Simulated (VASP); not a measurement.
# Sn (Fd-3m) in VASP: further runs, part 2 of 3

VASP 6.6.1. Earlier steps stand in the parts before.

## 3. Relaxation of the atoms, PBE (a relaxed cell with its volume scaled by 0.96)

Contents of INCAR:

```
SYSTEM = Sn
ALGO = Fast
EDIFF = 1E-7
EDIFFG = -0.01
ENCUT = 300
GGA = PE
IBRION = 2
ISIF = 2
ISMEAR = 0
LASPH = .True.
LCHARG = .False.
LREAL = .False.
LWAVE = .False.
NELM = 80
NSW = 40
PREC = Accurate
SIGMA = 0.03
```

Contents of KPOINTS:

```
k-points
0
Gamma
  5 5 5
  0 0 0
```

Contents of POSCAR:

```
Sn                                      
1.0
    0.0000000000      3.2868376427      3.2868376427
    3.2868376427      0.0000000000      3.2868376427
    3.2868376427      3.2868376427      0.0000000000
  Sn            
     2
Direct
     0.0000000000000000    0.0000000000000000    0.0000000000000000
     0.2500000000000000    0.2500000000000000    0.2500000000000000
```

Potentials or basis: VASP PAW PBE potentials, release 64 (Sn).

The run is started by

```console
$ cat potpaw_PBE.64/Sn/POTCAR > POTCAR
$ mpirun -np 1 vasp_std > vasp.out
```

OUTCAR:

```text
SYSTEM = Sn
   EDIFF = 1E-7
   EDIFFG = -0.01
   ENCUT = 300
   GGA = PE
   IBRION = 2
   ISIF = 2
   ISMEAR = 0
   LASPH = .True.
   LREAL = .False.
   NELM = 80
   NSW = 40
   PREC = Accurate

 ion  position               nearest neighbor table
   1  0.000  0.000  0.000-   2 2.85   2 2.85   2 2.85   2 2.85
   2  0.250  0.250  0.250-   1 2.85   1 2.85   1 2.85   1 2.85

  LATTYP: Found a face centered cubic cell.
 ALAT       =     6.5736752854

  Lattice vectors:

 A1 = (   0.0000000000,   3.2868376427,   3.2868376427)
 A2 = (   3.2868376427,   0.0000000000,   3.2868376427)
 A3 = (   3.2868376427,   3.2868376427,   0.0000000000)

Analysis of symmetry for initial positions (statically):
=====================================================================
 Subroutine PRICEL returns:
 Original cell was already a primitive cell.

 Routine SETGRP: Setting up the symmetry group for a
 face centered cubic supercell.

 Subroutine GETGRP returns: Found 48 space group operations
 (whereof 24 operations were pure point group operations)
 out of a pool of 48 trial point group operations.

The static configuration has the point symmetry T_d .
 The point group associated with its full space group is O_h .

Analysis of symmetry for dynamics (positions and initial velocities):
=====================================================================
 Subroutine PRICEL returns:
 Original cell was already a primitive cell.

 Routine SETGRP: Setting up the symmetry group for a
 face centered cubic supercell.

 Subroutine GETGRP returns: Found 48 space group operations
 (whereof 24 operations were pure point group operations)
 out of a pool of 48 trial point group operations.

The dynamic configuration has the point symmetry T_d .
 The point group associated with its full space group is O_h .

 Subroutine INISYM returns: Found 48 space group operations
 (whereof 24 operations are pure point group operations),
 and found     1 'primitive' translations

----------------------------------------------------------------------------------------

                                     Primitive cell

  volume of cell :      71.0174

  direct lattice vectors                    reciprocal lattice vectors
     0.000000000  3.286837643  3.286837643    -0.152121904  0.152121904  0.152121904
     3.286837643  0.000000000  3.286837643     0.152121904 -0.152121904  0.152121904
     3.286837643  3.286837643  0.000000000     0.152121904  0.152121904 -0.152121904

  length of vectors
     4.648290372  4.648290372  4.648290372     0.263482866  0.263482866  0.263482866

  position of ions in fractional coordinates (direct lattice)
     0.000000000  0.000000000  0.000000000
     0.250000000  0.250000000  0.250000000

  ion indices of the primitive-cell ions
   primitive index   ion index
                 1           1
                 2           2

----------------------------------------------------------------------------------------

 KPOINTS: k-points

Automatic generation of k-mesh.
 Grid dimensions read from file:
 generate k-points for:    5    5    5

 Generating k-lattice:

  Cartesian coordinates                     Fractional coordinates (reciprocal lattice)
    -0.030424381  0.030424381  0.030424381     0.200000000  0.000000000  0.000000000
[... 24 lines left out ...]
 -0.400000  0.400000  0.000000     12.000000
 -0.400000  0.400000  0.200000     24.000000
   k-points           NKPTS =     10   k-points in BZ     NKDIM =     10   number of bands    NBANDS=      8
   number of dos      NEDOS =    301   number of ions     NIONS =      2
   total plane-waves  NPLWV =  21952
   dimension x,y,z NGX =    28 NGY =   28 NGZ =   28
   dimension x,y,z NGXF=    56 NGYF=   56 NGZF=   56
   ions per type =               2
   NGX,Y,Z   is equivalent  to a cutoff of  10.01, 10.01, 10.01 a.u.
   NGXF,Y,Z  is equivalent  to a cutoff of  20.03, 20.03, 20.03 a.u.
 SYSTEM =  Sn
   PREC   = accura    normal or accurate (medium, high low for compatibility)
   ISTART =      0    job   : 0-new  1-cont  2-samecut
   ICHARG =      2    charge: 1-file 2-atom 10-const
   ISPIN  =      1    spin polarized calculation?
   LNONCOLLINEAR =      F non collinear calculations
   LSORBIT =      F    spin-orbit coupling
   LASPH  =      T    aspherical Exc in radial PAW
   ENCUT  =  300.0 eV  22.05 Ry    4.70 a.u.   6.56  6.56  6.56*2*pi/ulx,y,z
   NELM   =     80;   NELMIN=  2; NELMDL= -5     # of ELM steps
   EDIFF  = 0.1E-06   stopping-criterion for ELM
   LREAL  =      F    real-space projection
   EDIFFG = -.1E-01   stopping-criterion for IOM
   NSW    =     40    number of steps for IOM
   IBRION =      2    ionic relax: 0-MD 1-quasi-New 2-CG
   NFREE  =      1    steps in history (QN), initial steepest desc. (CG)
   ISIF   =      2    stress and relaxation
   ISYM   =      2    0-nonsym 1-usesym 2-fastsym
   POTIM  = 0.5000    time-step for ionic-motion
   TEBEG  =    0.0;   TEEND  =   0.0 temperature during run
   PSTRESS=    0.0 pullay stress
   NELECT =       8.0000    total number of electrons
   NUPDOWN=      -1.0000    fix difference up-down
   EMIN   =  10.00;   EMAX   =-10.00  energy-range for DOS
   EFERMI =   0.00;   METHOD = LEGACY
   ISMEAR =     0;   SIGMA  =   0.03  broadening in eV -4-tet -1-fermi 0-gaus
   EFERMI_NEDOS =   21; number of points for ismear=-14 and -15
   IALGO  =     68    algorithm
   IMIX   =      4    mixing-type and parameters
     AMIX     =   0.40;   BMIX     =  1.00
     AMIX_MAG =   1.60;   BMIX_MAG =  1.00
  volume/ion in A,a.u.               =      35.51       239.62
  Fermi-wavevector in a.u.,A,eV,Ry     =   0.790648  1.494108  8.505334  0.625124
  Thomas-Fermi vector in A             =   1.896031
   LORBIT       =      0    0 simple, 1 ext, 2 COOP (PROOUT), +10 PAW based schemes
   GGA     = PE    functional components
   LHFCALC =     F    Hartree Fock is set to
   AEXX    =    0.0000 exact exchange contribution
   IVDW    =     0    specifies the selected vdW correction
   LEPSILON=     F    determine dielectric tensor
   LRPA    =     F    only Hartree local field effects (RPA)
 conjugate gradient relaxation of ions
 non-spin polarized calculation
 RMM-DIIS sequential band-by-band and
 Gauss-broadening in eV      SIGMA  =   0.03
  energy-cutoff  :      300.00
  volume of cell :       71.02
 maximum number of plane-waves:       869
 NGX is ok and might be reduce to    28
   NGX = 13   NGY = 13   NGZ = 13

 number of electron       8.0000002 magnetization

 Free energy of the ion-electron system (eV)
  ---------------------------------------------------
  ext. energy  EPLUGINS =         0.00000000
  ---------------------------------------------------
  free energy    TOTEN  =        -7.57812272 eV

  energy without entropy =       -7.57725987  energy(sigma->0) =       -7.57769130

 E-fermi :   3.1783     XC(G=0):  -8.5806

 val. band max:        2.7463930220   @ k =   0.2000   0.0000   0.0000
 cond. band min:       3.1926049970   @ k =   0.4000   0.0000   0.0000
 fundamental gap:      0.4462119750
 Fermi energy:         3.1782969072

 k-point     1 :       0.0000    0.0000    0.0000
  band No.  band energies     occupation
      1      -7.1453      2.00000
      2       2.3422      2.00000
      3       3.2904      0.00000
      4       3.2904      0.00000
      5       3.2904      0.00000
      6       5.3524      0.00000
      7       5.3524      0.00000
      8       5.3524      0.00000
[... 89 lines left out ...]
 k-point    10 :      -0.4000    0.4000    0.2000
  band No.  band energies     occupation
      1      -4.9556      2.00000
      2      -3.2658      2.00000
      3       0.1840      2.00000
      4       0.9011      2.00000
      5       5.8978      0.00000
      6       5.9735      0.00000
      7       6.9262      0.00000
      8       9.0175      0.00000

------------------------ aborting loop because EDIFF is reached ----------------------------------------

  FORCE on cell =-STRESS in cart. coord.  units (eV):
  Direction    XX          YY          ZZ          XY          YZ          ZX
  --------------------------------------------------------------------------------------
  -------------------------------------------------------------------------------------
  Total        0.7329331      0.7329331      0.7329331     -0.0000000     -0.0000000     -0.0000000
  in kB       16.5352278     16.5352278     16.5352278     -0.0000000     -0.0000000     -0.0000000
  external PRESSURE =      16.5352278 kB  Pullay stress =       0.0000000 kB

 VOLUME and BASIS-vectors are now :
 -----------------------------------------------------------------------------
  energy-cutoff  :      300.00
  volume of cell :       71.02
      direct lattice vectors                 reciprocal lattice vectors
     0.000000000  3.286837643  3.286837643    -0.152121904  0.152121904  0.152121904
     3.286837643  0.000000000  3.286837643     0.152121904 -0.152121904  0.152121904
     3.286837643  3.286837643  0.000000000     0.152121904  0.152121904 -0.152121904

 POSITION                                       TOTAL-FORCE (eV/Angst)
 -----------------------------------------------------------------------------------
      0.00000      0.00000      0.00000        -0.000000     -0.000000     -0.000000
      1.64342      1.64342      1.64342         0.000000      0.000000      0.000000
 -----------------------------------------------------------------------------------
    total drift:                                0.000000      0.000000     -0.000000

  FREE ENERGIE OF THE ION-ELECTRON SYSTEM (eV)
  ---------------------------------------------------
  free  energy   TOTEN  =        -7.5781227245 eV

  energy  without entropy=       -7.5772598687  energy(sigma->0) =       -7.57769130

 reached required accuracy - stopping structural energy minimisation
```

CONTCAR:

```text
Sn
   1.00000000000000
     0.0000000000000000    3.2868376427000001    3.2868376427000001
     3.2868376427000001    0.0000000000000000    3.2868376427000001
     3.2868376427000001    3.2868376427000001    0.0000000000000000
  Sn
     2
Direct
     0.0000000000000000    0.0000000000000000    0.0000000000000000
     0.2500000000000000    0.2500000000000000    0.2500000000000000

  0.00000000E+00  0.00000000E+00  0.00000000E+00
  0.00000000E+00  0.00000000E+00  0.00000000E+00
```

Wall time 6.8 s (1 thread of Intel Xeon Platinum 8488C (Sapphire Rapids), shared host); peak memory 0.15 GiB.

What came out:

```
Free energy             : -7.5781 eV
Pressure after relaxing : 1.7 GPa
Band gap on the k mesh  : none (metal or under the smearing width)
```

Final structure:
```
Sn
1.0
     0.00000    3.28684    3.28684
     3.28684    0.00000    3.28684
     3.28684    3.28684    0.00000
Sn
2
Direct
  0.00000 0.00000 0.00000
  0.25000 0.25000 0.25000
```

Caveat: the relaxation stopped at its first step, so nothing moved.

## 4. Relaxation of the atoms, PBE (a relaxed cell with its volume scaled by 0.98)

INCAR is that of step 3.

KPOINTS is that of step 3.

Contents of POSCAR:

```
Sn                                      
1.0
    0.0000000000      3.3095062048      3.3095062048
    3.3095062048      0.0000000000      3.3095062048
    3.3095062048      3.3095062048      0.0000000000
  Sn            
     2
Direct
     0.0000000000000000    0.0000000000000000    0.0000000000000000
     0.2500000000000000    0.2500000000000000    0.2500000000000000
```

Potentials or basis: VASP PAW PBE potentials, release 64 (Sn).

The run is started by

```console
$ cat potpaw_PBE.64/Sn/POTCAR > POTCAR
$ mpirun -np 1 vasp_std > vasp.out
```

OUTCAR:

```text
SYSTEM = Sn
   EDIFF = 1E-7
   EDIFFG = -0.01
   ENCUT = 300
   GGA = PE
   IBRION = 2
   ISIF = 2
   ISMEAR = 0
   LASPH = .True.
   LREAL = .False.
   NELM = 80
   NSW = 40
   PREC = Accurate

 ion  position               nearest neighbor table
   1  0.000  0.000  0.000-   2 2.87   2 2.87   2 2.87   2 2.87
   2  0.250  0.250  0.250-   1 2.87   1 2.87   1 2.87   1 2.87

  LATTYP: Found a face centered cubic cell.
 ALAT       =     6.6190124096

  Lattice vectors:

 A1 = (   0.0000000000,   3.3095062048,   3.3095062048)
 A2 = (   3.3095062048,   0.0000000000,   3.3095062048)
 A3 = (   3.3095062048,   3.3095062048,   0.0000000000)

Analysis of symmetry for initial positions (statically):
=====================================================================
 Subroutine PRICEL returns:
 Original cell was already a primitive cell.

 Routine SETGRP: Setting up the symmetry group for a
 face centered cubic supercell.

 Subroutine GETGRP returns: Found 48 space group operations
 (whereof 24 operations were pure point group operations)
 out of a pool of 48 trial point group operations.

The static configuration has the point symmetry T_d .
 The point group associated with its full space group is O_h .

Analysis of symmetry for dynamics (positions and initial velocities):
=====================================================================
 Subroutine PRICEL returns:
 Original cell was already a primitive cell.

 Routine SETGRP: Setting up the symmetry group for a
 face centered cubic supercell.

 Subroutine GETGRP returns: Found 48 space group operations
 (whereof 24 operations were pure point group operations)
 out of a pool of 48 trial point group operations.

The dynamic configuration has the point symmetry T_d .
 The point group associated with its full space group is O_h .

 Subroutine INISYM returns: Found 48 space group operations
 (whereof 24 operations are pure point group operations),
 and found     1 'primitive' translations
[... 105 lines left out ...]
   GGA     = PE    functional components
   LHFCALC =     F    Hartree Fock is set to
   AEXX    =    0.0000 exact exchange contribution
   IVDW    =     0    specifies the selected vdW correction
   LEPSILON=     F    determine dielectric tensor
   LRPA    =     F    only Hartree local field effects (RPA)
 conjugate gradient relaxation of ions
 non-spin polarized calculation
 RMM-DIIS sequential band-by-band and
 Gauss-broadening in eV      SIGMA  =   0.03
  energy-cutoff  :      300.00
  volume of cell :       72.50
 maximum number of plane-waves:       872
 NGX is ok and might be reduce to    28
   NGX = 13   NGY = 13   NGZ = 13

 number of electron       8.0000002 magnetization

 Free energy of the ion-electron system (eV)
  ---------------------------------------------------
  ext. energy  EPLUGINS =         0.00000000
  ---------------------------------------------------
  free energy    TOTEN  =        -7.58927813 eV

  energy without entropy =       -7.58841527  energy(sigma->0) =       -7.58884670

 E-fermi :   2.9739     XC(G=0):  -8.4936

 val. band max:        2.5960060981   @ k =   0.2000   0.0000   0.0000
 cond. band min:       2.9881736920   @ k =   0.4000   0.0000   0.0000
 fundamental gap:      0.3921675939
 Fermi energy:         2.9738656037

 k-point     1 :       0.0000    0.0000    0.0000
  band No.  band energies     occupation
      1      -7.1812      2.00000
      2       2.0344      2.00000
      3       3.1239      0.00000
      4       3.1239      0.00000
      5       3.1239      0.00000
      6       5.1821      0.00000
      7       5.1821      0.00000
      8       5.1821      0.00000
[... 89 lines left out ...]
 k-point    10 :      -0.4000    0.4000    0.2000
  band No.  band energies     occupation
      1      -5.0421      2.00000
      2      -3.3875      2.00000
      3       0.1017      2.00000
      4       0.8010      2.00000
      5       5.6731      0.00000
      6       5.7852      0.00000
      7       6.7592      0.00000
      8       8.7675      0.00000

------------------------ aborting loop because EDIFF is reached ----------------------------------------

  FORCE on cell =-STRESS in cart. coord.  units (eV):
  Direction    XX          YY          ZZ          XY          YZ          ZX
  --------------------------------------------------------------------------------------
  -------------------------------------------------------------------------------------
  Total        0.3545766      0.3545766      0.3545766      0.0000000      0.0000000      0.0000000
  in kB        7.8361197      7.8361197      7.8361197      0.0000000      0.0000000      0.0000000
  external PRESSURE =       7.8361197 kB  Pullay stress =       0.0000000 kB

 VOLUME and BASIS-vectors are now :
 -----------------------------------------------------------------------------
  energy-cutoff  :      300.00
  volume of cell :       72.50
      direct lattice vectors                 reciprocal lattice vectors
     0.000000000  3.309506205  3.309506205    -0.151079940  0.151079940  0.151079940
     3.309506205  0.000000000  3.309506205     0.151079940 -0.151079940  0.151079940
     3.309506205  3.309506205  0.000000000     0.151079940  0.151079940 -0.151079940

 POSITION                                       TOTAL-FORCE (eV/Angst)
 -----------------------------------------------------------------------------------
      0.00000      0.00000      0.00000         0.000000      0.000000      0.000000
      1.65475      1.65475      1.65475        -0.000000     -0.000000     -0.000000
 -----------------------------------------------------------------------------------
    total drift:                                0.000000      0.000000     -0.000000

  FREE ENERGIE OF THE ION-ELECTRON SYSTEM (eV)
  ---------------------------------------------------
  free  energy   TOTEN  =        -7.5892781273 eV

  energy  without entropy=       -7.5884152718  energy(sigma->0) =       -7.58884670

 reached required accuracy - stopping structural energy minimisation
```

OSZICAR:

```text
N       E                     dE             d eps       ncg     rms          rms(c)
DAV:   1     0.908571668551E+01    0.90857E+01   -0.20991E+03   160   0.453E+02
DAV:   2    -0.737882197703E+01   -0.16465E+02   -0.16239E+02   248   0.653E+01
DAV:   3    -0.767077699586E+01   -0.29196E+00   -0.29196E+00   192   0.112E+01
DAV:   4    -0.767139610482E+01   -0.61911E-03   -0.61911E-03   240   0.605E-01
DAV:   5    -0.767139639531E+01   -0.29048E-06   -0.29100E-06   224   0.139E-02    0.308E+00
RMM:   6    -0.761481646086E+01    0.56580E-01   -0.15660E-02   160   0.932E-01    0.188E+00
RMM:   7    -0.758733735154E+01    0.27479E-01   -0.51360E-02   173   0.173E+00    0.121E-01
RMM:   8    -0.758891587136E+01   -0.15785E-02   -0.20560E-03   160   0.386E-01    0.360E-02
RMM:   9    -0.758924985447E+01   -0.33398E-03   -0.50544E-04   160   0.187E-01    0.196E-02
RMM:  10    -0.758927443881E+01   -0.24584E-04   -0.76943E-05   160   0.745E-02    0.394E-03
RMM:  11    -0.758927772793E+01   -0.32891E-05   -0.10805E-05   160   0.296E-02    0.162E-03
RMM:  12    -0.758927771571E+01    0.12220E-07   -0.10762E-06   159   0.923E-03    0.775E-04
RMM:  13    -0.758927800888E+01   -0.29317E-06   -0.34908E-07   133   0.494E-03    0.286E-04
RMM:  14    -0.758927813370E+01   -0.12482E-06   -0.60020E-08   114   0.207E-03    0.126E-04
RMM:  15    -0.758927812731E+01    0.63920E-08   -0.10805E-08    88   0.915E-04
   1 F= -.75892781E+01 E0= -.75888467E+01  d E =-.758928E+01
```

CONTCAR:

```text
Sn
   1.00000000000000
     0.0000000000000000    3.3095062047999999    3.3095062047999999
     3.3095062047999999    0.0000000000000000    3.3095062047999999
     3.3095062047999999    3.3095062047999999    0.0000000000000000
  Sn
     2
Direct
     0.0000000000000000    0.0000000000000000    0.0000000000000000
     0.2500000000000000    0.2500000000000000    0.2500000000000000

  0.00000000E+00  0.00000000E+00  0.00000000E+00
  0.00000000E+00  0.00000000E+00  0.00000000E+00
```

It took 7.1 s on 1 thread of Intel Xeon Platinum 8488C (Sapphire Rapids), shared host; peak memory 0.14 GiB.

What came out:

* Free energy: -7.5893 eV
* Pressure after relaxing: 0.8 GPa
* Band gap on the k mesh: none (metal or under the smearing width)

Final structure:
```
Sn
1.0
     0.00000    3.30951    3.30951
     3.30951    0.00000    3.30951
     3.30951    3.30951    0.00000
Sn
2
Direct
  0.00000 0.00000 0.00000
  0.25000 0.25000 0.25000
```

Levels at points of the mesh, in eV from the Fermi level:
| k point | band 2 | band 3 | band 4 | band 5 | band 6 | band 7 |
| --- | --- | --- | --- | --- | --- | --- |
| (0.00, 0.00, 0.00) | -0.94 | 0.15 | 0.15 | 0.15 | 2.21 | 2.21 |

Caveat: the relaxation stopped at its first step, so nothing moved.

(Part 2 of 3 ends here.)
